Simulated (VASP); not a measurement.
# Mg, nudged elastic band: which settings are enough?

Mg, defect, 15 atoms in the cell. PBE, nudged elastic band; PAW potentials Mg (PBE set). VASP 6.6.1.

Wanted: barrier within 0.02 eV.

Path: a Mg atom hops into a neighbouring Mg vacancy; Moving images: 3.

The series start from Cutoff ENCUT (eV): 200; k mesh: 3 × 3 × 2; SCF threshold EDIFF (eV): 1e-5; PREC: Normal; LREAL: no. Each series keeps the choices made before it, and each single choice may use up half of a tolerance. Times cover all steps of a run.

## Cutoff ENCUT (eV)

| Cutoff ENCUT (eV) | Barrier (eV) | Time (s) |
|---|---|---|
| 200 | 0.358 | 110 |
| 250 | 0.358 | 178 |
| 300 (reference) | 0.358 | 178 |

Chosen: 200, the loosest value from which every tighter one stays within half of the tolerance.

## k mesh

| k mesh | Barrier (eV) | Time (s) |
|---|---|---|
| 2 × 2 × 1 | 0.270 | 94 |
| 3 × 3 × 2 | 0.358 | 110 |
| 5 × 5 × 3 (reference) | 0.285 | 191 |

Chosen: 5 × 5 × 3; the next looser run is off by more than half of the tolerance, so convergence isn't shown beyond this value.

## SCF threshold EDIFF (eV)

| SCF threshold EDIFF (eV) | Barrier (eV) | Time (s) |
|---|---|---|
| 0.001 | 0.285 | 156 |
| 0.0001 | 0.285 | 168 |
| 1e-5 | 0.285 | 191 |
| 1e-6 (reference) | 0.285 | 280 |

Chosen: 0.001.

## PREC

| PREC | Barrier (eV) | Time (s) |
|---|---|---|
| Normal | 0.285 | 156 |
| Accurate | 0.285 | 221 |

Chosen: Normal; no other choice that stays within half of the tolerance saves 30 % of the time.

## LREAL

| LREAL | Barrier (eV) | Time (s) |
|---|---|---|
| no | 0.285 | 156 |
| Auto | 0.285 | 152 |

Chosen: no.

## All choices together

| Input | Barrier (eV) | Time (s) |
|---|---|---|
| chosen settings | 0.285 | 156 |
| reference settings throughout | 0.285 | 461 |

The chosen settings stay within the tolerance of the reference run, but the reference itself isn't shown to be converged in: k mesh.

## The input

INCAR.step1:
```
SYSTEM = Mg
ALGO = Normal ; EDIFF = 0.001
EDIFFG = -0.02 ; ENCUT = 200
IBRION = 2 ; ISIF = 2
ISMEAR = 1 ; KPAR = 3
LASPH = .TRUE. ; LCHARG = .FALSE.
LREAL = .FALSE. ; LWAVE = .FALSE.
NELM = 100 ; NSW = 100
POTIM = 0.5 ; PREC = Normal
SIGMA = 0.1
```

INCAR.step3, as INCAR.step1 but for:
```
- EDIFFG = -0.02
- IBRION = 2
- ISIF = 2
- KPAR = 3
- POTIM = 0.5
+ EDIFFG = -0.05
+ IBRION = 1
+ IMAGES = 3
+ POTIM = 0.3
+ SPRING = -5
```

KPOINTS:
```
Automatic mesh
0
Gamma
  5 5 3
  0 0 0
```

00/POSCAR:
```
Mg
1.0
    6.4186000000      0.0000000000      0.0000000000
   -3.2093000000      5.5586706568      0.0000000000
    0.0000000000      0.0000000000     10.4206000000
Mg
15
Direct
    0.3333333334      0.1666666666      0.8750000000
    0.3331159725      0.6665579862      0.3750000000
    0.3320929500      0.6660464749      0.8750000000
    0.8334420138      0.1668840275      0.3750000000
    0.8339535251      0.1679070500      0.8750000000
    0.8334420138      0.6665579862      0.3750000000
    0.8339535251      0.6660464749      0.8750000000
    0.1685556989      0.3314443011      0.1304709868
    0.1685556989      0.3314443011      0.6195290132
    0.1685556990      0.8371113981      0.1304709868
    0.1685556990      0.8371113981      0.6195290132
    0.6628886019      0.3314443011      0.1304709868
    0.6628886019      0.3314443011      0.6195290132
    0.6666666666      0.8333333334      0.1282301048
    0.6666666666      0.8333333334      0.6217698952
```

01/POSCAR:
```
Mg
1.0
    6.4186000000      0.0000000000      0.0000000000
   -3.2093000000      5.5586706568      0.0000000000
    0.0000000000      0.0000000000     10.4206000000
Mg
15
Direct
    0.3300832921      0.1699167079      0.8722010875
    0.3299202714      0.6684184070      0.3694655791
    0.3291530045      0.6680347735      0.8722010875
    0.8315815930      0.1700797286      0.3694655791
    0.8319652265      0.1708469955      0.8722010875
    0.8306370659      0.6693629341      0.3700258041
    0.8310206994      0.6689793006      0.8716408626
    0.2065000662      0.2934999338      0.1860688192
    0.1653056631      0.3346943369      0.6167300932
    0.1653600147      0.8389718355      0.1249365734
    0.1656157654      0.8390997108      0.6167300932
    0.6610281645      0.3346399854      0.1249365734
    0.6609002892      0.3343842347      0.6167300932
    0.6638617130      0.8361382870      0.1232559119
    0.6637338377      0.8362661623      0.6184107548
```

02/POSCAR:
```
Mg
1.0
    6.4186000000      0.0000000000      0.0000000000
   -3.2093000000      5.5586706568      0.0000000000
    0.0000000000      0.0000000000     10.4206000000
Mg
15
Direct
    0.3268332507      0.1731667493      0.8694021751
    0.3267245703      0.6702788278      0.3639311583
    0.3262130590      0.6700230721      0.8694021751
    0.8297211722      0.1732754297      0.3639311583
    0.8299769279      0.1737869410      0.8694021751
    0.8278321181      0.6721678819      0.3650516081
    0.8280878737      0.6719121263      0.8682817252
    0.2444444335      0.2555555665      0.2416666517
    0.1620556272      0.3379443728      0.6139311733
    0.1621643304      0.8408322729      0.1194021601
    0.1626758318      0.8410880236      0.6139311733
    0.6591677271      0.3378356697      0.1194021601
    0.6589119764      0.3373241683      0.6139311733
    0.6610567595      0.8389432405      0.1182817191
    0.6608010088      0.8391989912      0.6150516143
```

03/POSCAR:
```
Mg
1.0
    6.4186000000      0.0000000000      0.0000000000
   -3.2093000000      5.5586706568      0.0000000000
    0.0000000000      0.0000000000     10.4206000000
Mg
15
Direct
    0.3235832094      0.1764167906      0.8666032626
    0.3235288692      0.6721392485      0.3583967374
    0.3232731136      0.6720113707      0.8666032626
    0.8278607515      0.1764711308      0.3583967374
    0.8279886293      0.1767268864      0.8666032626
    0.8250271702      0.6749728298      0.3600774122
    0.8251550480      0.6748449520      0.8649225878
    0.2823888007      0.2176111992      0.2972644841
    0.1588055913      0.3411944087      0.6111322533
    0.1589686461      0.8426927102      0.1138677467
    0.1597358982      0.8430763363      0.6111322533
    0.6573072898      0.3410313540      0.1138677467
    0.6569236637      0.3402641019      0.6111322533
    0.6582518059      0.8417481941      0.1133075262
    0.6578681799      0.8421318201      0.6116924738
```

04/POSCAR:
```
Mg
1.0
    6.4186000000      0.0000000000      0.0000000000
   -3.2093000000      5.5586706568      0.0000000000
    0.0000000000      0.0000000000     10.4206000000
Mg
15
Direct
    0.3203331681      0.1796668319      0.8638043501
    0.3203331681      0.6739996693      0.3528623165
    0.3203331681      0.6739996693      0.8638043501
    0.8260003307      0.1796668319      0.3528623165
    0.8260003307      0.1796668319      0.8638043501
    0.8222222223      0.6777777777      0.3551032163
    0.8222222223      0.6777777777      0.8615634504
    0.3203331680      0.1796668319      0.3528623165
    0.1555555555      0.3444444445      0.6083333333
    0.1557729618      0.8445531476      0.1083333333
    0.1567959646      0.8450646490      0.6083333333
    0.6554468524      0.3442270383      0.1083333333
    0.6549353510      0.3432040355      0.6083333333
    0.6554468524      0.8445531476      0.1083333333
    0.6549353510      0.8450646490      0.6083333333
```

POSCAR.step1:
```
Mg
1.0
    6.4186000000      0.0000000000      0.0000000000
   -3.2093000000      5.5586706568      0.0000000000
    0.0000000000      0.0000000000     10.4206000000
Mg
15
Direct
    0.3333333334      0.1666666666      0.8750000000
    0.3333333334      0.6666666666      0.3750000000
    0.3333333334      0.6666666666      0.8750000000
    0.8333333334      0.1666666666      0.3750000000
    0.8333333334      0.1666666666      0.8750000000
    0.8333333334      0.6666666666      0.3750000000
    0.8333333334      0.6666666666      0.8750000000
    0.1666666666      0.3333333334      0.1250000000
    0.1666666666      0.3333333334      0.6250000000
    0.1666666667      0.8333333334      0.1250000000
    0.1666666667      0.8333333334      0.6250000000
    0.6666666666      0.3333333334      0.1250000000
    0.6666666666      0.3333333334      0.6250000000
    0.6666666666      0.8333333334      0.1250000000
    0.6666666666      0.8333333334      0.6250000000
```

POSCAR.step2:
```
Mg
1.0
    6.4186000000      0.0000000000      0.0000000000
   -3.2093000000      5.5586706568      0.0000000000
    0.0000000000      0.0000000000     10.4206000000
Mg
15
Direct
    0.3333333334      0.1666666666      0.8750000000
    0.3333333334      0.6666666666      0.3750000000
    0.3333333334      0.6666666666      0.8750000000
    0.8333333334      0.1666666666      0.3750000000
    0.8333333334      0.1666666666      0.8750000000
    0.8333333334      0.6666666666      0.3750000000
    0.8333333334      0.6666666666      0.8750000000
    0.3333333333      0.1666666666      0.3750000000
    0.1666666666      0.3333333334      0.6250000000
    0.1666666667      0.8333333334      0.1250000000
    0.1666666667      0.8333333334      0.6250000000
    0.6666666666      0.3333333334      0.1250000000
    0.6666666666      0.3333333334      0.6250000000
    0.6666666666      0.8333333334      0.1250000000
    0.6666666666      0.8333333334      0.6250000000
```

Commands (each step's output is kept before the next begins):
```
cat potpaw_PBE.64/Mg/POTCAR > POTCAR
cp INCAR.step1 INCAR
cp POSCAR.step1 POSCAR
mpirun -np 3 vasp_std > vasp.out
cp POSCAR.step2 POSCAR
mpirun -np 3 vasp_std > vasp.out
# 00 and 04 hold the relaxed ends, the second shifted as a whole so that the mean position stays; the images between are interpolated (pair-distance (IDPP))
cp INCAR.step3 INCAR
mpirun -np 3 vasp_std > vasp.out
```

Limits: the cell holds 15 atoms, so the vacancy or interstitial meets its own images and the barrier isn't that of a lone defect; the atom stays on the straight, symmetric line between the sites, so the barrier is an upper bound: a way around it wasn't tried.

The chosen input took VASP 6.6.1 156 s on 3 cores (Intel Xeon 6975P-C (Granite Rapids)), a shared host.
